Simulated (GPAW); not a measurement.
# How all numerical settings together moves the magnetism of zigzag Co chain, bond 2.76 A, part 2 of 2

Two starts of zigzag Co chain, bond 2.76 A are run at each rung of all numerical settings together. Which rung is enough?

GPAW 26.7.0; LDA; plane waves with GPAW's PAW setups, scalar-relativistic.

So far, largest spin moment in the augmentation sphere (μB): step 2 (rung 1 (280 eV, mesh 1×1×4), start ferro ++) 1.96; step 4 (rung 2 (380 eV, mesh 1×1×6), start ferro ++) 2.04; step 5 (rung 2 (380 eV, mesh 1×1×6), start antiferro +-) 1.93; step 6 (rung 3 (500 eV, mesh 1×1×8), start ferro ++) 2.05; step 7 (rung 3 (500 eV, mesh 1×1×8), start antiferro +-) 1.96.

### Step 8. Rung 4 (700 eV, mesh 1×1×10), start ferro ++

The input, order1.py:

```python
import json
import numpy as np
from ase import Atoms
from ase.parallel import paropen, parprint
from gpaw import GPAW

atoms = Atoms(['Co', 'Co'],
    cell=[[12.0, 0.0, 0.0],
         [0.0, 12.0, 0.0],
         [0.0, 0.0, 3.312]],
    scaled_positions=[[0.408, 0.5, 0.0],
         [0.592, 0.5, 0.5]],
    pbc=True,
    magmoms=[2.0, 2.0])
atoms.calc = GPAW(mode={'name': 'pw', 'ecut': 700},
    xc='LDA',
    kpts={'size': (1, 1, 10), 'gamma': True},
    occupations={'name': 'fermi-dirac', 'width': 0.05},
    convergence={'density': 1e-05, 'energy': 1e-05},
    maxiter=200,
    symmetry={'tolerance': 1e-4},
    txt='order1.txt')
e = atoms.get_potential_energy(force_consistent=True)
res = {'free_energy': e, 'energy_sigma0': atoms.get_potential_energy(), 'fermi_energy': atoms.calc.get_fermi_level()}
res['moments'] = atoms.get_magnetic_moments().tolist()
res['total'] = atoms.get_magnetic_moment()
parprint('site moments (muB):', np.round(res['moments'], 3))
parprint(f"total moment: {res['total']:.3f} muB")
parprint(f'free energy: {e:.6f} eV')
atoms.calc.write('order1.gpw')
with paropen('results.json', 'w') as f:
    json.dump(res, f)
```

Started as:

```console
> OMP_NUM_THREADS=1 python3 order1.py > order1.log
```

The program printed:

```text
site moments (muB): [2.083 2.083]
total moment: 4.629 muB
free energy: -9.991145 eV

--- order1.txt ---
Input parameters:
  mode=PW(ecut=700),
  convergence={'density': 1e-05, 'energy': 1e-05},
  kpts=MonkhorstPack(size=(1, 1, 10), gamma=True),
  maxiter=200,
  occupations=Occupations(name='fermi-dirac', width=0.05),
  symmetry=Symmetry(tolerance=0.0001),
  xc=XC(name='LDA')

Diagonalizing LCAO Hamiltonian
[...]
|          4 |        -5.663 |     1.000 |        -3.997 |     0.999 |
[...]
|         13 |        -1.398 |     0.000 |        -1.027 |     0.000 |
|         14 |         0.171 |     0.000 |         0.463 |     0.000 |
|         15 |         0.574 |     0.000 |         0.646 |     0.000 |
|        ... |               |           |               |           |
|         17 |         1.412 |     0.000 |         1.531 |     0.000 |

No gap
No difference between direct/indirect transitions


[key lines of the parts left out:]
Free energy:      -9.991145
Converged in 24 steps
dipole moment: (-0.000012, -0.000010, -8.840863)  # |e|*Ang
Fermi level: -3.620
```

The job ended after 2.2 min (1 MPI rank of Arm Neoverse V2, shared host; peak memory 0.51 GiB).

Read from the output:

```
magnetization  : 4.629 μB
final state    : ferromagnetic
largest moment : 2.083 μB
```

The largest moment moves by +0.03 μB from rung 3, at 2.3 times its CPU time.

### Step 9. Rung 4 (700 eV, mesh 1×1×10), start antiferro +-

The input, order2.py:

```python
import json
import numpy as np
from ase import Atoms
from ase.parallel import paropen, parprint
from gpaw import GPAW

atoms = Atoms(['Co', 'Co'],
    cell=[[12.0, 0.0, 0.0],
         [0.0, 12.0, 0.0],
         [0.0, 0.0, 3.312]],
    scaled_positions=[[0.408, 0.5, 0.0],
         [0.592, 0.5, 0.5]],
    pbc=True,
    magmoms=[2.0, -2.0])
atoms.calc = GPAW(mode={'name': 'pw', 'ecut': 700},
    xc='LDA',
    kpts={'size': (1, 1, 10), 'gamma': True},
    occupations={'name': 'fermi-dirac', 'width': 0.05},
    convergence={'density': 1e-05, 'energy': 1e-05},
    maxiter=200,
    symmetry={'tolerance': 1e-4},
    txt='order2.txt')
e = atoms.get_potential_energy(force_consistent=True)
res = {'free_energy': e, 'energy_sigma0': atoms.get_potential_energy(), 'fermi_energy': atoms.calc.get_fermi_level()}
res['moments'] = atoms.get_magnetic_moments().tolist()
res['total'] = atoms.get_magnetic_moment()
parprint('site moments (muB):', np.round(res['moments'], 3))
parprint(f"total moment: {res['total']:.3f} muB")
parprint(f'free energy: {e:.6f} eV')
atoms.calc.write('order2.gpw')
with paropen('results.json', 'w') as f:
    json.dump(res, f)
```

Started as:

```console
> OMP_NUM_THREADS=1 python3 order2.py > order2.log
```

The program printed:

```text
site moments (muB): [ 1.979 -1.979]
total moment: 0.000 muB
free energy: -9.506098 eV

--- order2.txt ---
Input parameters:
  mode=PW(ecut=700),
  convergence={'density': 1e-05, 'energy': 1e-05},
  kpts=MonkhorstPack(size=(1, 1, 10), gamma=True),
  maxiter=200,
  occupations=Occupations(name='fermi-dirac', width=0.05),
  symmetry=Symmetry(tolerance=0.0001),
  xc=XC(name='LDA')

Diagonalizing LCAO Hamiltonian
[...]
|          3 |        -5.358 |     1.000 |        -5.358 |     1.000 |
|          4 |        -5.183 |     1.000 |        -5.183 |     1.000 |
[...]
|         11 |        -3.273 |     0.013 |        -3.273 |     0.013 |
|         12 |        -1.824 |     0.000 |        -1.824 |     0.000 |
|         13 |        -1.105 |     0.000 |        -1.105 |     0.000 |
|         14 |         0.367 |     0.000 |         0.367 |     0.000 |

No gap
No difference between direct/indirect transitions


[key lines of the parts left out:]
Free energy:      -9.506098
Converged in 36 steps
dipole moment: (-0.000013, -0.000010, -8.827862)  # |e|*Ang
Fermi level: -3.490
```

Elapsed: 2.9 min, on 1 MPI rank; peak memory 0.5 GiB.

Numbers from this step:

```
magnetization  : 0 μB
final state    : antiferromagnetic
largest moment : 1.979 μB
```

This start lies +242.5 meV a seeded atom from the first, a change of +20.9 meV since rung 3; its largest moment is 1.98 μB.

### Step 10. An attempt with other settings

A slip in the input shows what the program catches and what it lets pass.

run.py, as its differences from order2.py of step 9:

```diff
@@ -13,4 +13,4 @@
     pbc=True,
-    magmoms=[2.0, -2.0])
-atoms.calc = GPAW(mode={'name': 'pw', 'ecut': 700},
+    magmoms=[2.0, 2.0])
+atoms.calc = GPAW(mode={'name': 'pw', 'ecut': 550},
     xc='LDA',
@@ -19,5 +19,6 @@
     convergence={'density': 1e-05, 'energy': 1e-05},
-    maxiter=200,
+    maxiter=60,
+    mixer={'name': 'pulay', 'beta': 0.002, 'nmaxold': 1, 'weight': 100},
     symmetry={'tolerance': 1e-4},
-    txt='order2.txt')
+    txt='run.txt')
 e = atoms.get_potential_energy(force_consistent=True)
@@ -29,3 +30,3 @@
 parprint(f'free energy: {e:.6f} eV')
-atoms.calc.write('order2.gpw')
+atoms.calc.write('run.gpw')
 with paropen('results.json', 'w') as f:
```

Started as:

```console
> OMP_NUM_THREADS=1 python3 run.py > run.log
```

The program printed:

```text
Input parameters:
  mode=PW(ecut=550),
  convergence={'density': 1e-05, 'energy': 1e-05},
  kpts=MonkhorstPack(size=(1, 1, 10), gamma=True),
  maxiter=60,
  mixer=Pulay(name='pulay', nmaxold=1, beta=0.002, weight=100, sigma=0.015, g_ss=None),
  occupations=Occupations(name='fermi-dirac', width=0.05),
  symmetry=Symmetry(tolerance=0.0001),
  xc=XC(name='LDA')

Diagonalizing LCAO Hamiltonian
Converting LCAO to pw mode
        .----------------------------.
       /|                            |
      / |                            |
     /  |                            |
    /   .----------------------------.
   /   /              Co            /
  /   /                            /
 *   /                            /
 |  /           Co               /
 | /                            /
 |/                            /
 *----------------------------*

Atoms  # Å, Bohr magnetons
|   | symbol |        x |        y |        z |    initial magnetic moments |
|---|--------|----------|----------|----------|-----------------------------|
| 0 |     Co | 4.896000 | 6.000000 | 0.000000 | ( 0.0000,  0.0000,  2.0000) |
| 1 |     Co | 7.104000 | 6.000000 | 1.656000 | ( 0.0000,  0.0000,  2.0000) |

Number of symmetries: 4

BZ-sampling:
  Number of BZ points: 10
  Number of IBZ points: 6

  Monkhorst-Pack size: [1, 1, 10]
  Monkhorst-Pack shift: [0.0, 0.0, 0.05]

Plane wave coefficients: 14009
Cutoff: 550.0 eV

Spin-components: 2 (collinear spins)
Bands:           18
Projectors:      12
Spin-degeneracy: 1
Datatype:        complex128

Parallelization:
  kpt:    1
  domain: 1
  band:   1

Density:
  Valence electrons: 18.0
  Components: 2
  Grid points: [70 70 18]
  Charge: 0.0  # |e|

Potential:
  Grid points: [70 70 18]

[... setups left out ...]
Reference energy: -75676.533408  # eV

convergence criteria:
- Maximum integral of absolute [dens]ity change: 1e-05 electrons / valence electron
- Maximum [total energy] change in last 3 cyles: 1e-05 eV / valence electron
- Maximum integral of absolute [eigenst]ate change: 4e-08 eV^2 / valence electron
maximum number of iterations: 60

SCF iterations
|iter     |      energy | eigst |  dens |  magmom |
|---------|-------------|-------|-------|---------|
|iter:   1|       0s |  -12.368117 | -0.15 |       |  +4.0055|
|iter:   2|       4s |  -12.328641 | -1.68 | -0.66 |  +4.0043|
|iter:   3|       9s |  -12.282753 | -2.52 | -0.66 |  +4.0031|
|iter:   4|      13s |  -12.235930 | -3.51 | -0.67 |  +4.0019|
|iter:   5|      17s |  -12.189710 | -3.88 | -0.67 |  +4.0007|
|iter:   6|      21s |  -12.144227 | -4.01 | -0.67 |  +3.9995|
[...]
[... 36 iterations left out ...]
[...]
|iter:  53|     219s |  -10.699470 | -4.39 | -0.86 |  +3.9517|
|iter:  54|     223s |  -10.681932 | -4.40 | -0.87 |  +3.9513|
|iter:  55|     227s |  -10.664781 | -4.41 | -0.87 |  +3.9508|
|iter:  56|     231s |  -10.647997 | -4.42 | -0.87 |  +3.9504|
```

It took 4 min on 1 MPI rank; peak memory 0.3 GiB.

The run was cut off at its time limit.

The fault put into the input: mixing far too weak.

Each cycle moves so little that the limit comes first; a larger step or a mixer with history is the cure.

### Step 11. The rungs together

Ladder, by row:

| rung | cutoff (eV) | mesh | smearing (eV) | state from the first start | state from the second start | second less first (meV a seeded atom) | moment, first (μB) | moment, second (μB) | CPU time (s) |
| --- | --- | --- | --- | --- | --- | --- | --- | --- | --- |
| 1 | 280 | 1x1x4 | 0.2 | ferromagnetic | antiferromagnetic | 132 | 1.962 | 1.879 | 23.36 |
| 2 | 380 | 1x1x6 | 0.15 | ferromagnetic | antiferromagnetic | 179.6 | 2.038 | 1.933 | 57.88 |
| 3 | 500 | 1x1x8 | 0.1 | ferromagnetic | antiferromagnetic | 221.7 | 2.053 | 1.958 | 122.9 |
| 4 | 700 | 1x1x10 | 0.05 | ferromagnetic | antiferromagnetic | 242.5 | 2.083 | 1.979 | 306.6 |

### Step 12. Outcome

- range of the moment in the table, first start: 1.96 to 2.08 μB
- range of CPU time: 23 s to 5.1 min
- range of the energy difference: 132 to 243 meV a seeded atom

In words: Only the last rung can serve as the reference, and the rung before it is still 21 meV away, so convergence is not shown. The first start ends lower on every rung of the table; whether functional and cell give the true order is another question.

[Logs and program files are shortened in this print: banners, set-up blocks, solver, clock and traceback lines can be left out without a mark of their own.]

[Logs are printed without paths, hosts, clocks, repeated set-up lines and the standing remarks that a program may print on its own settings, such as how far it seeks lower states.]

[Hosts, paths, dates, database ids (printed as entryN), source tags and the programs' standing remarks are cut or masked in the printed files.]

[Where a cell is said to come from a database of computed structures, the database is the Materials Project.]
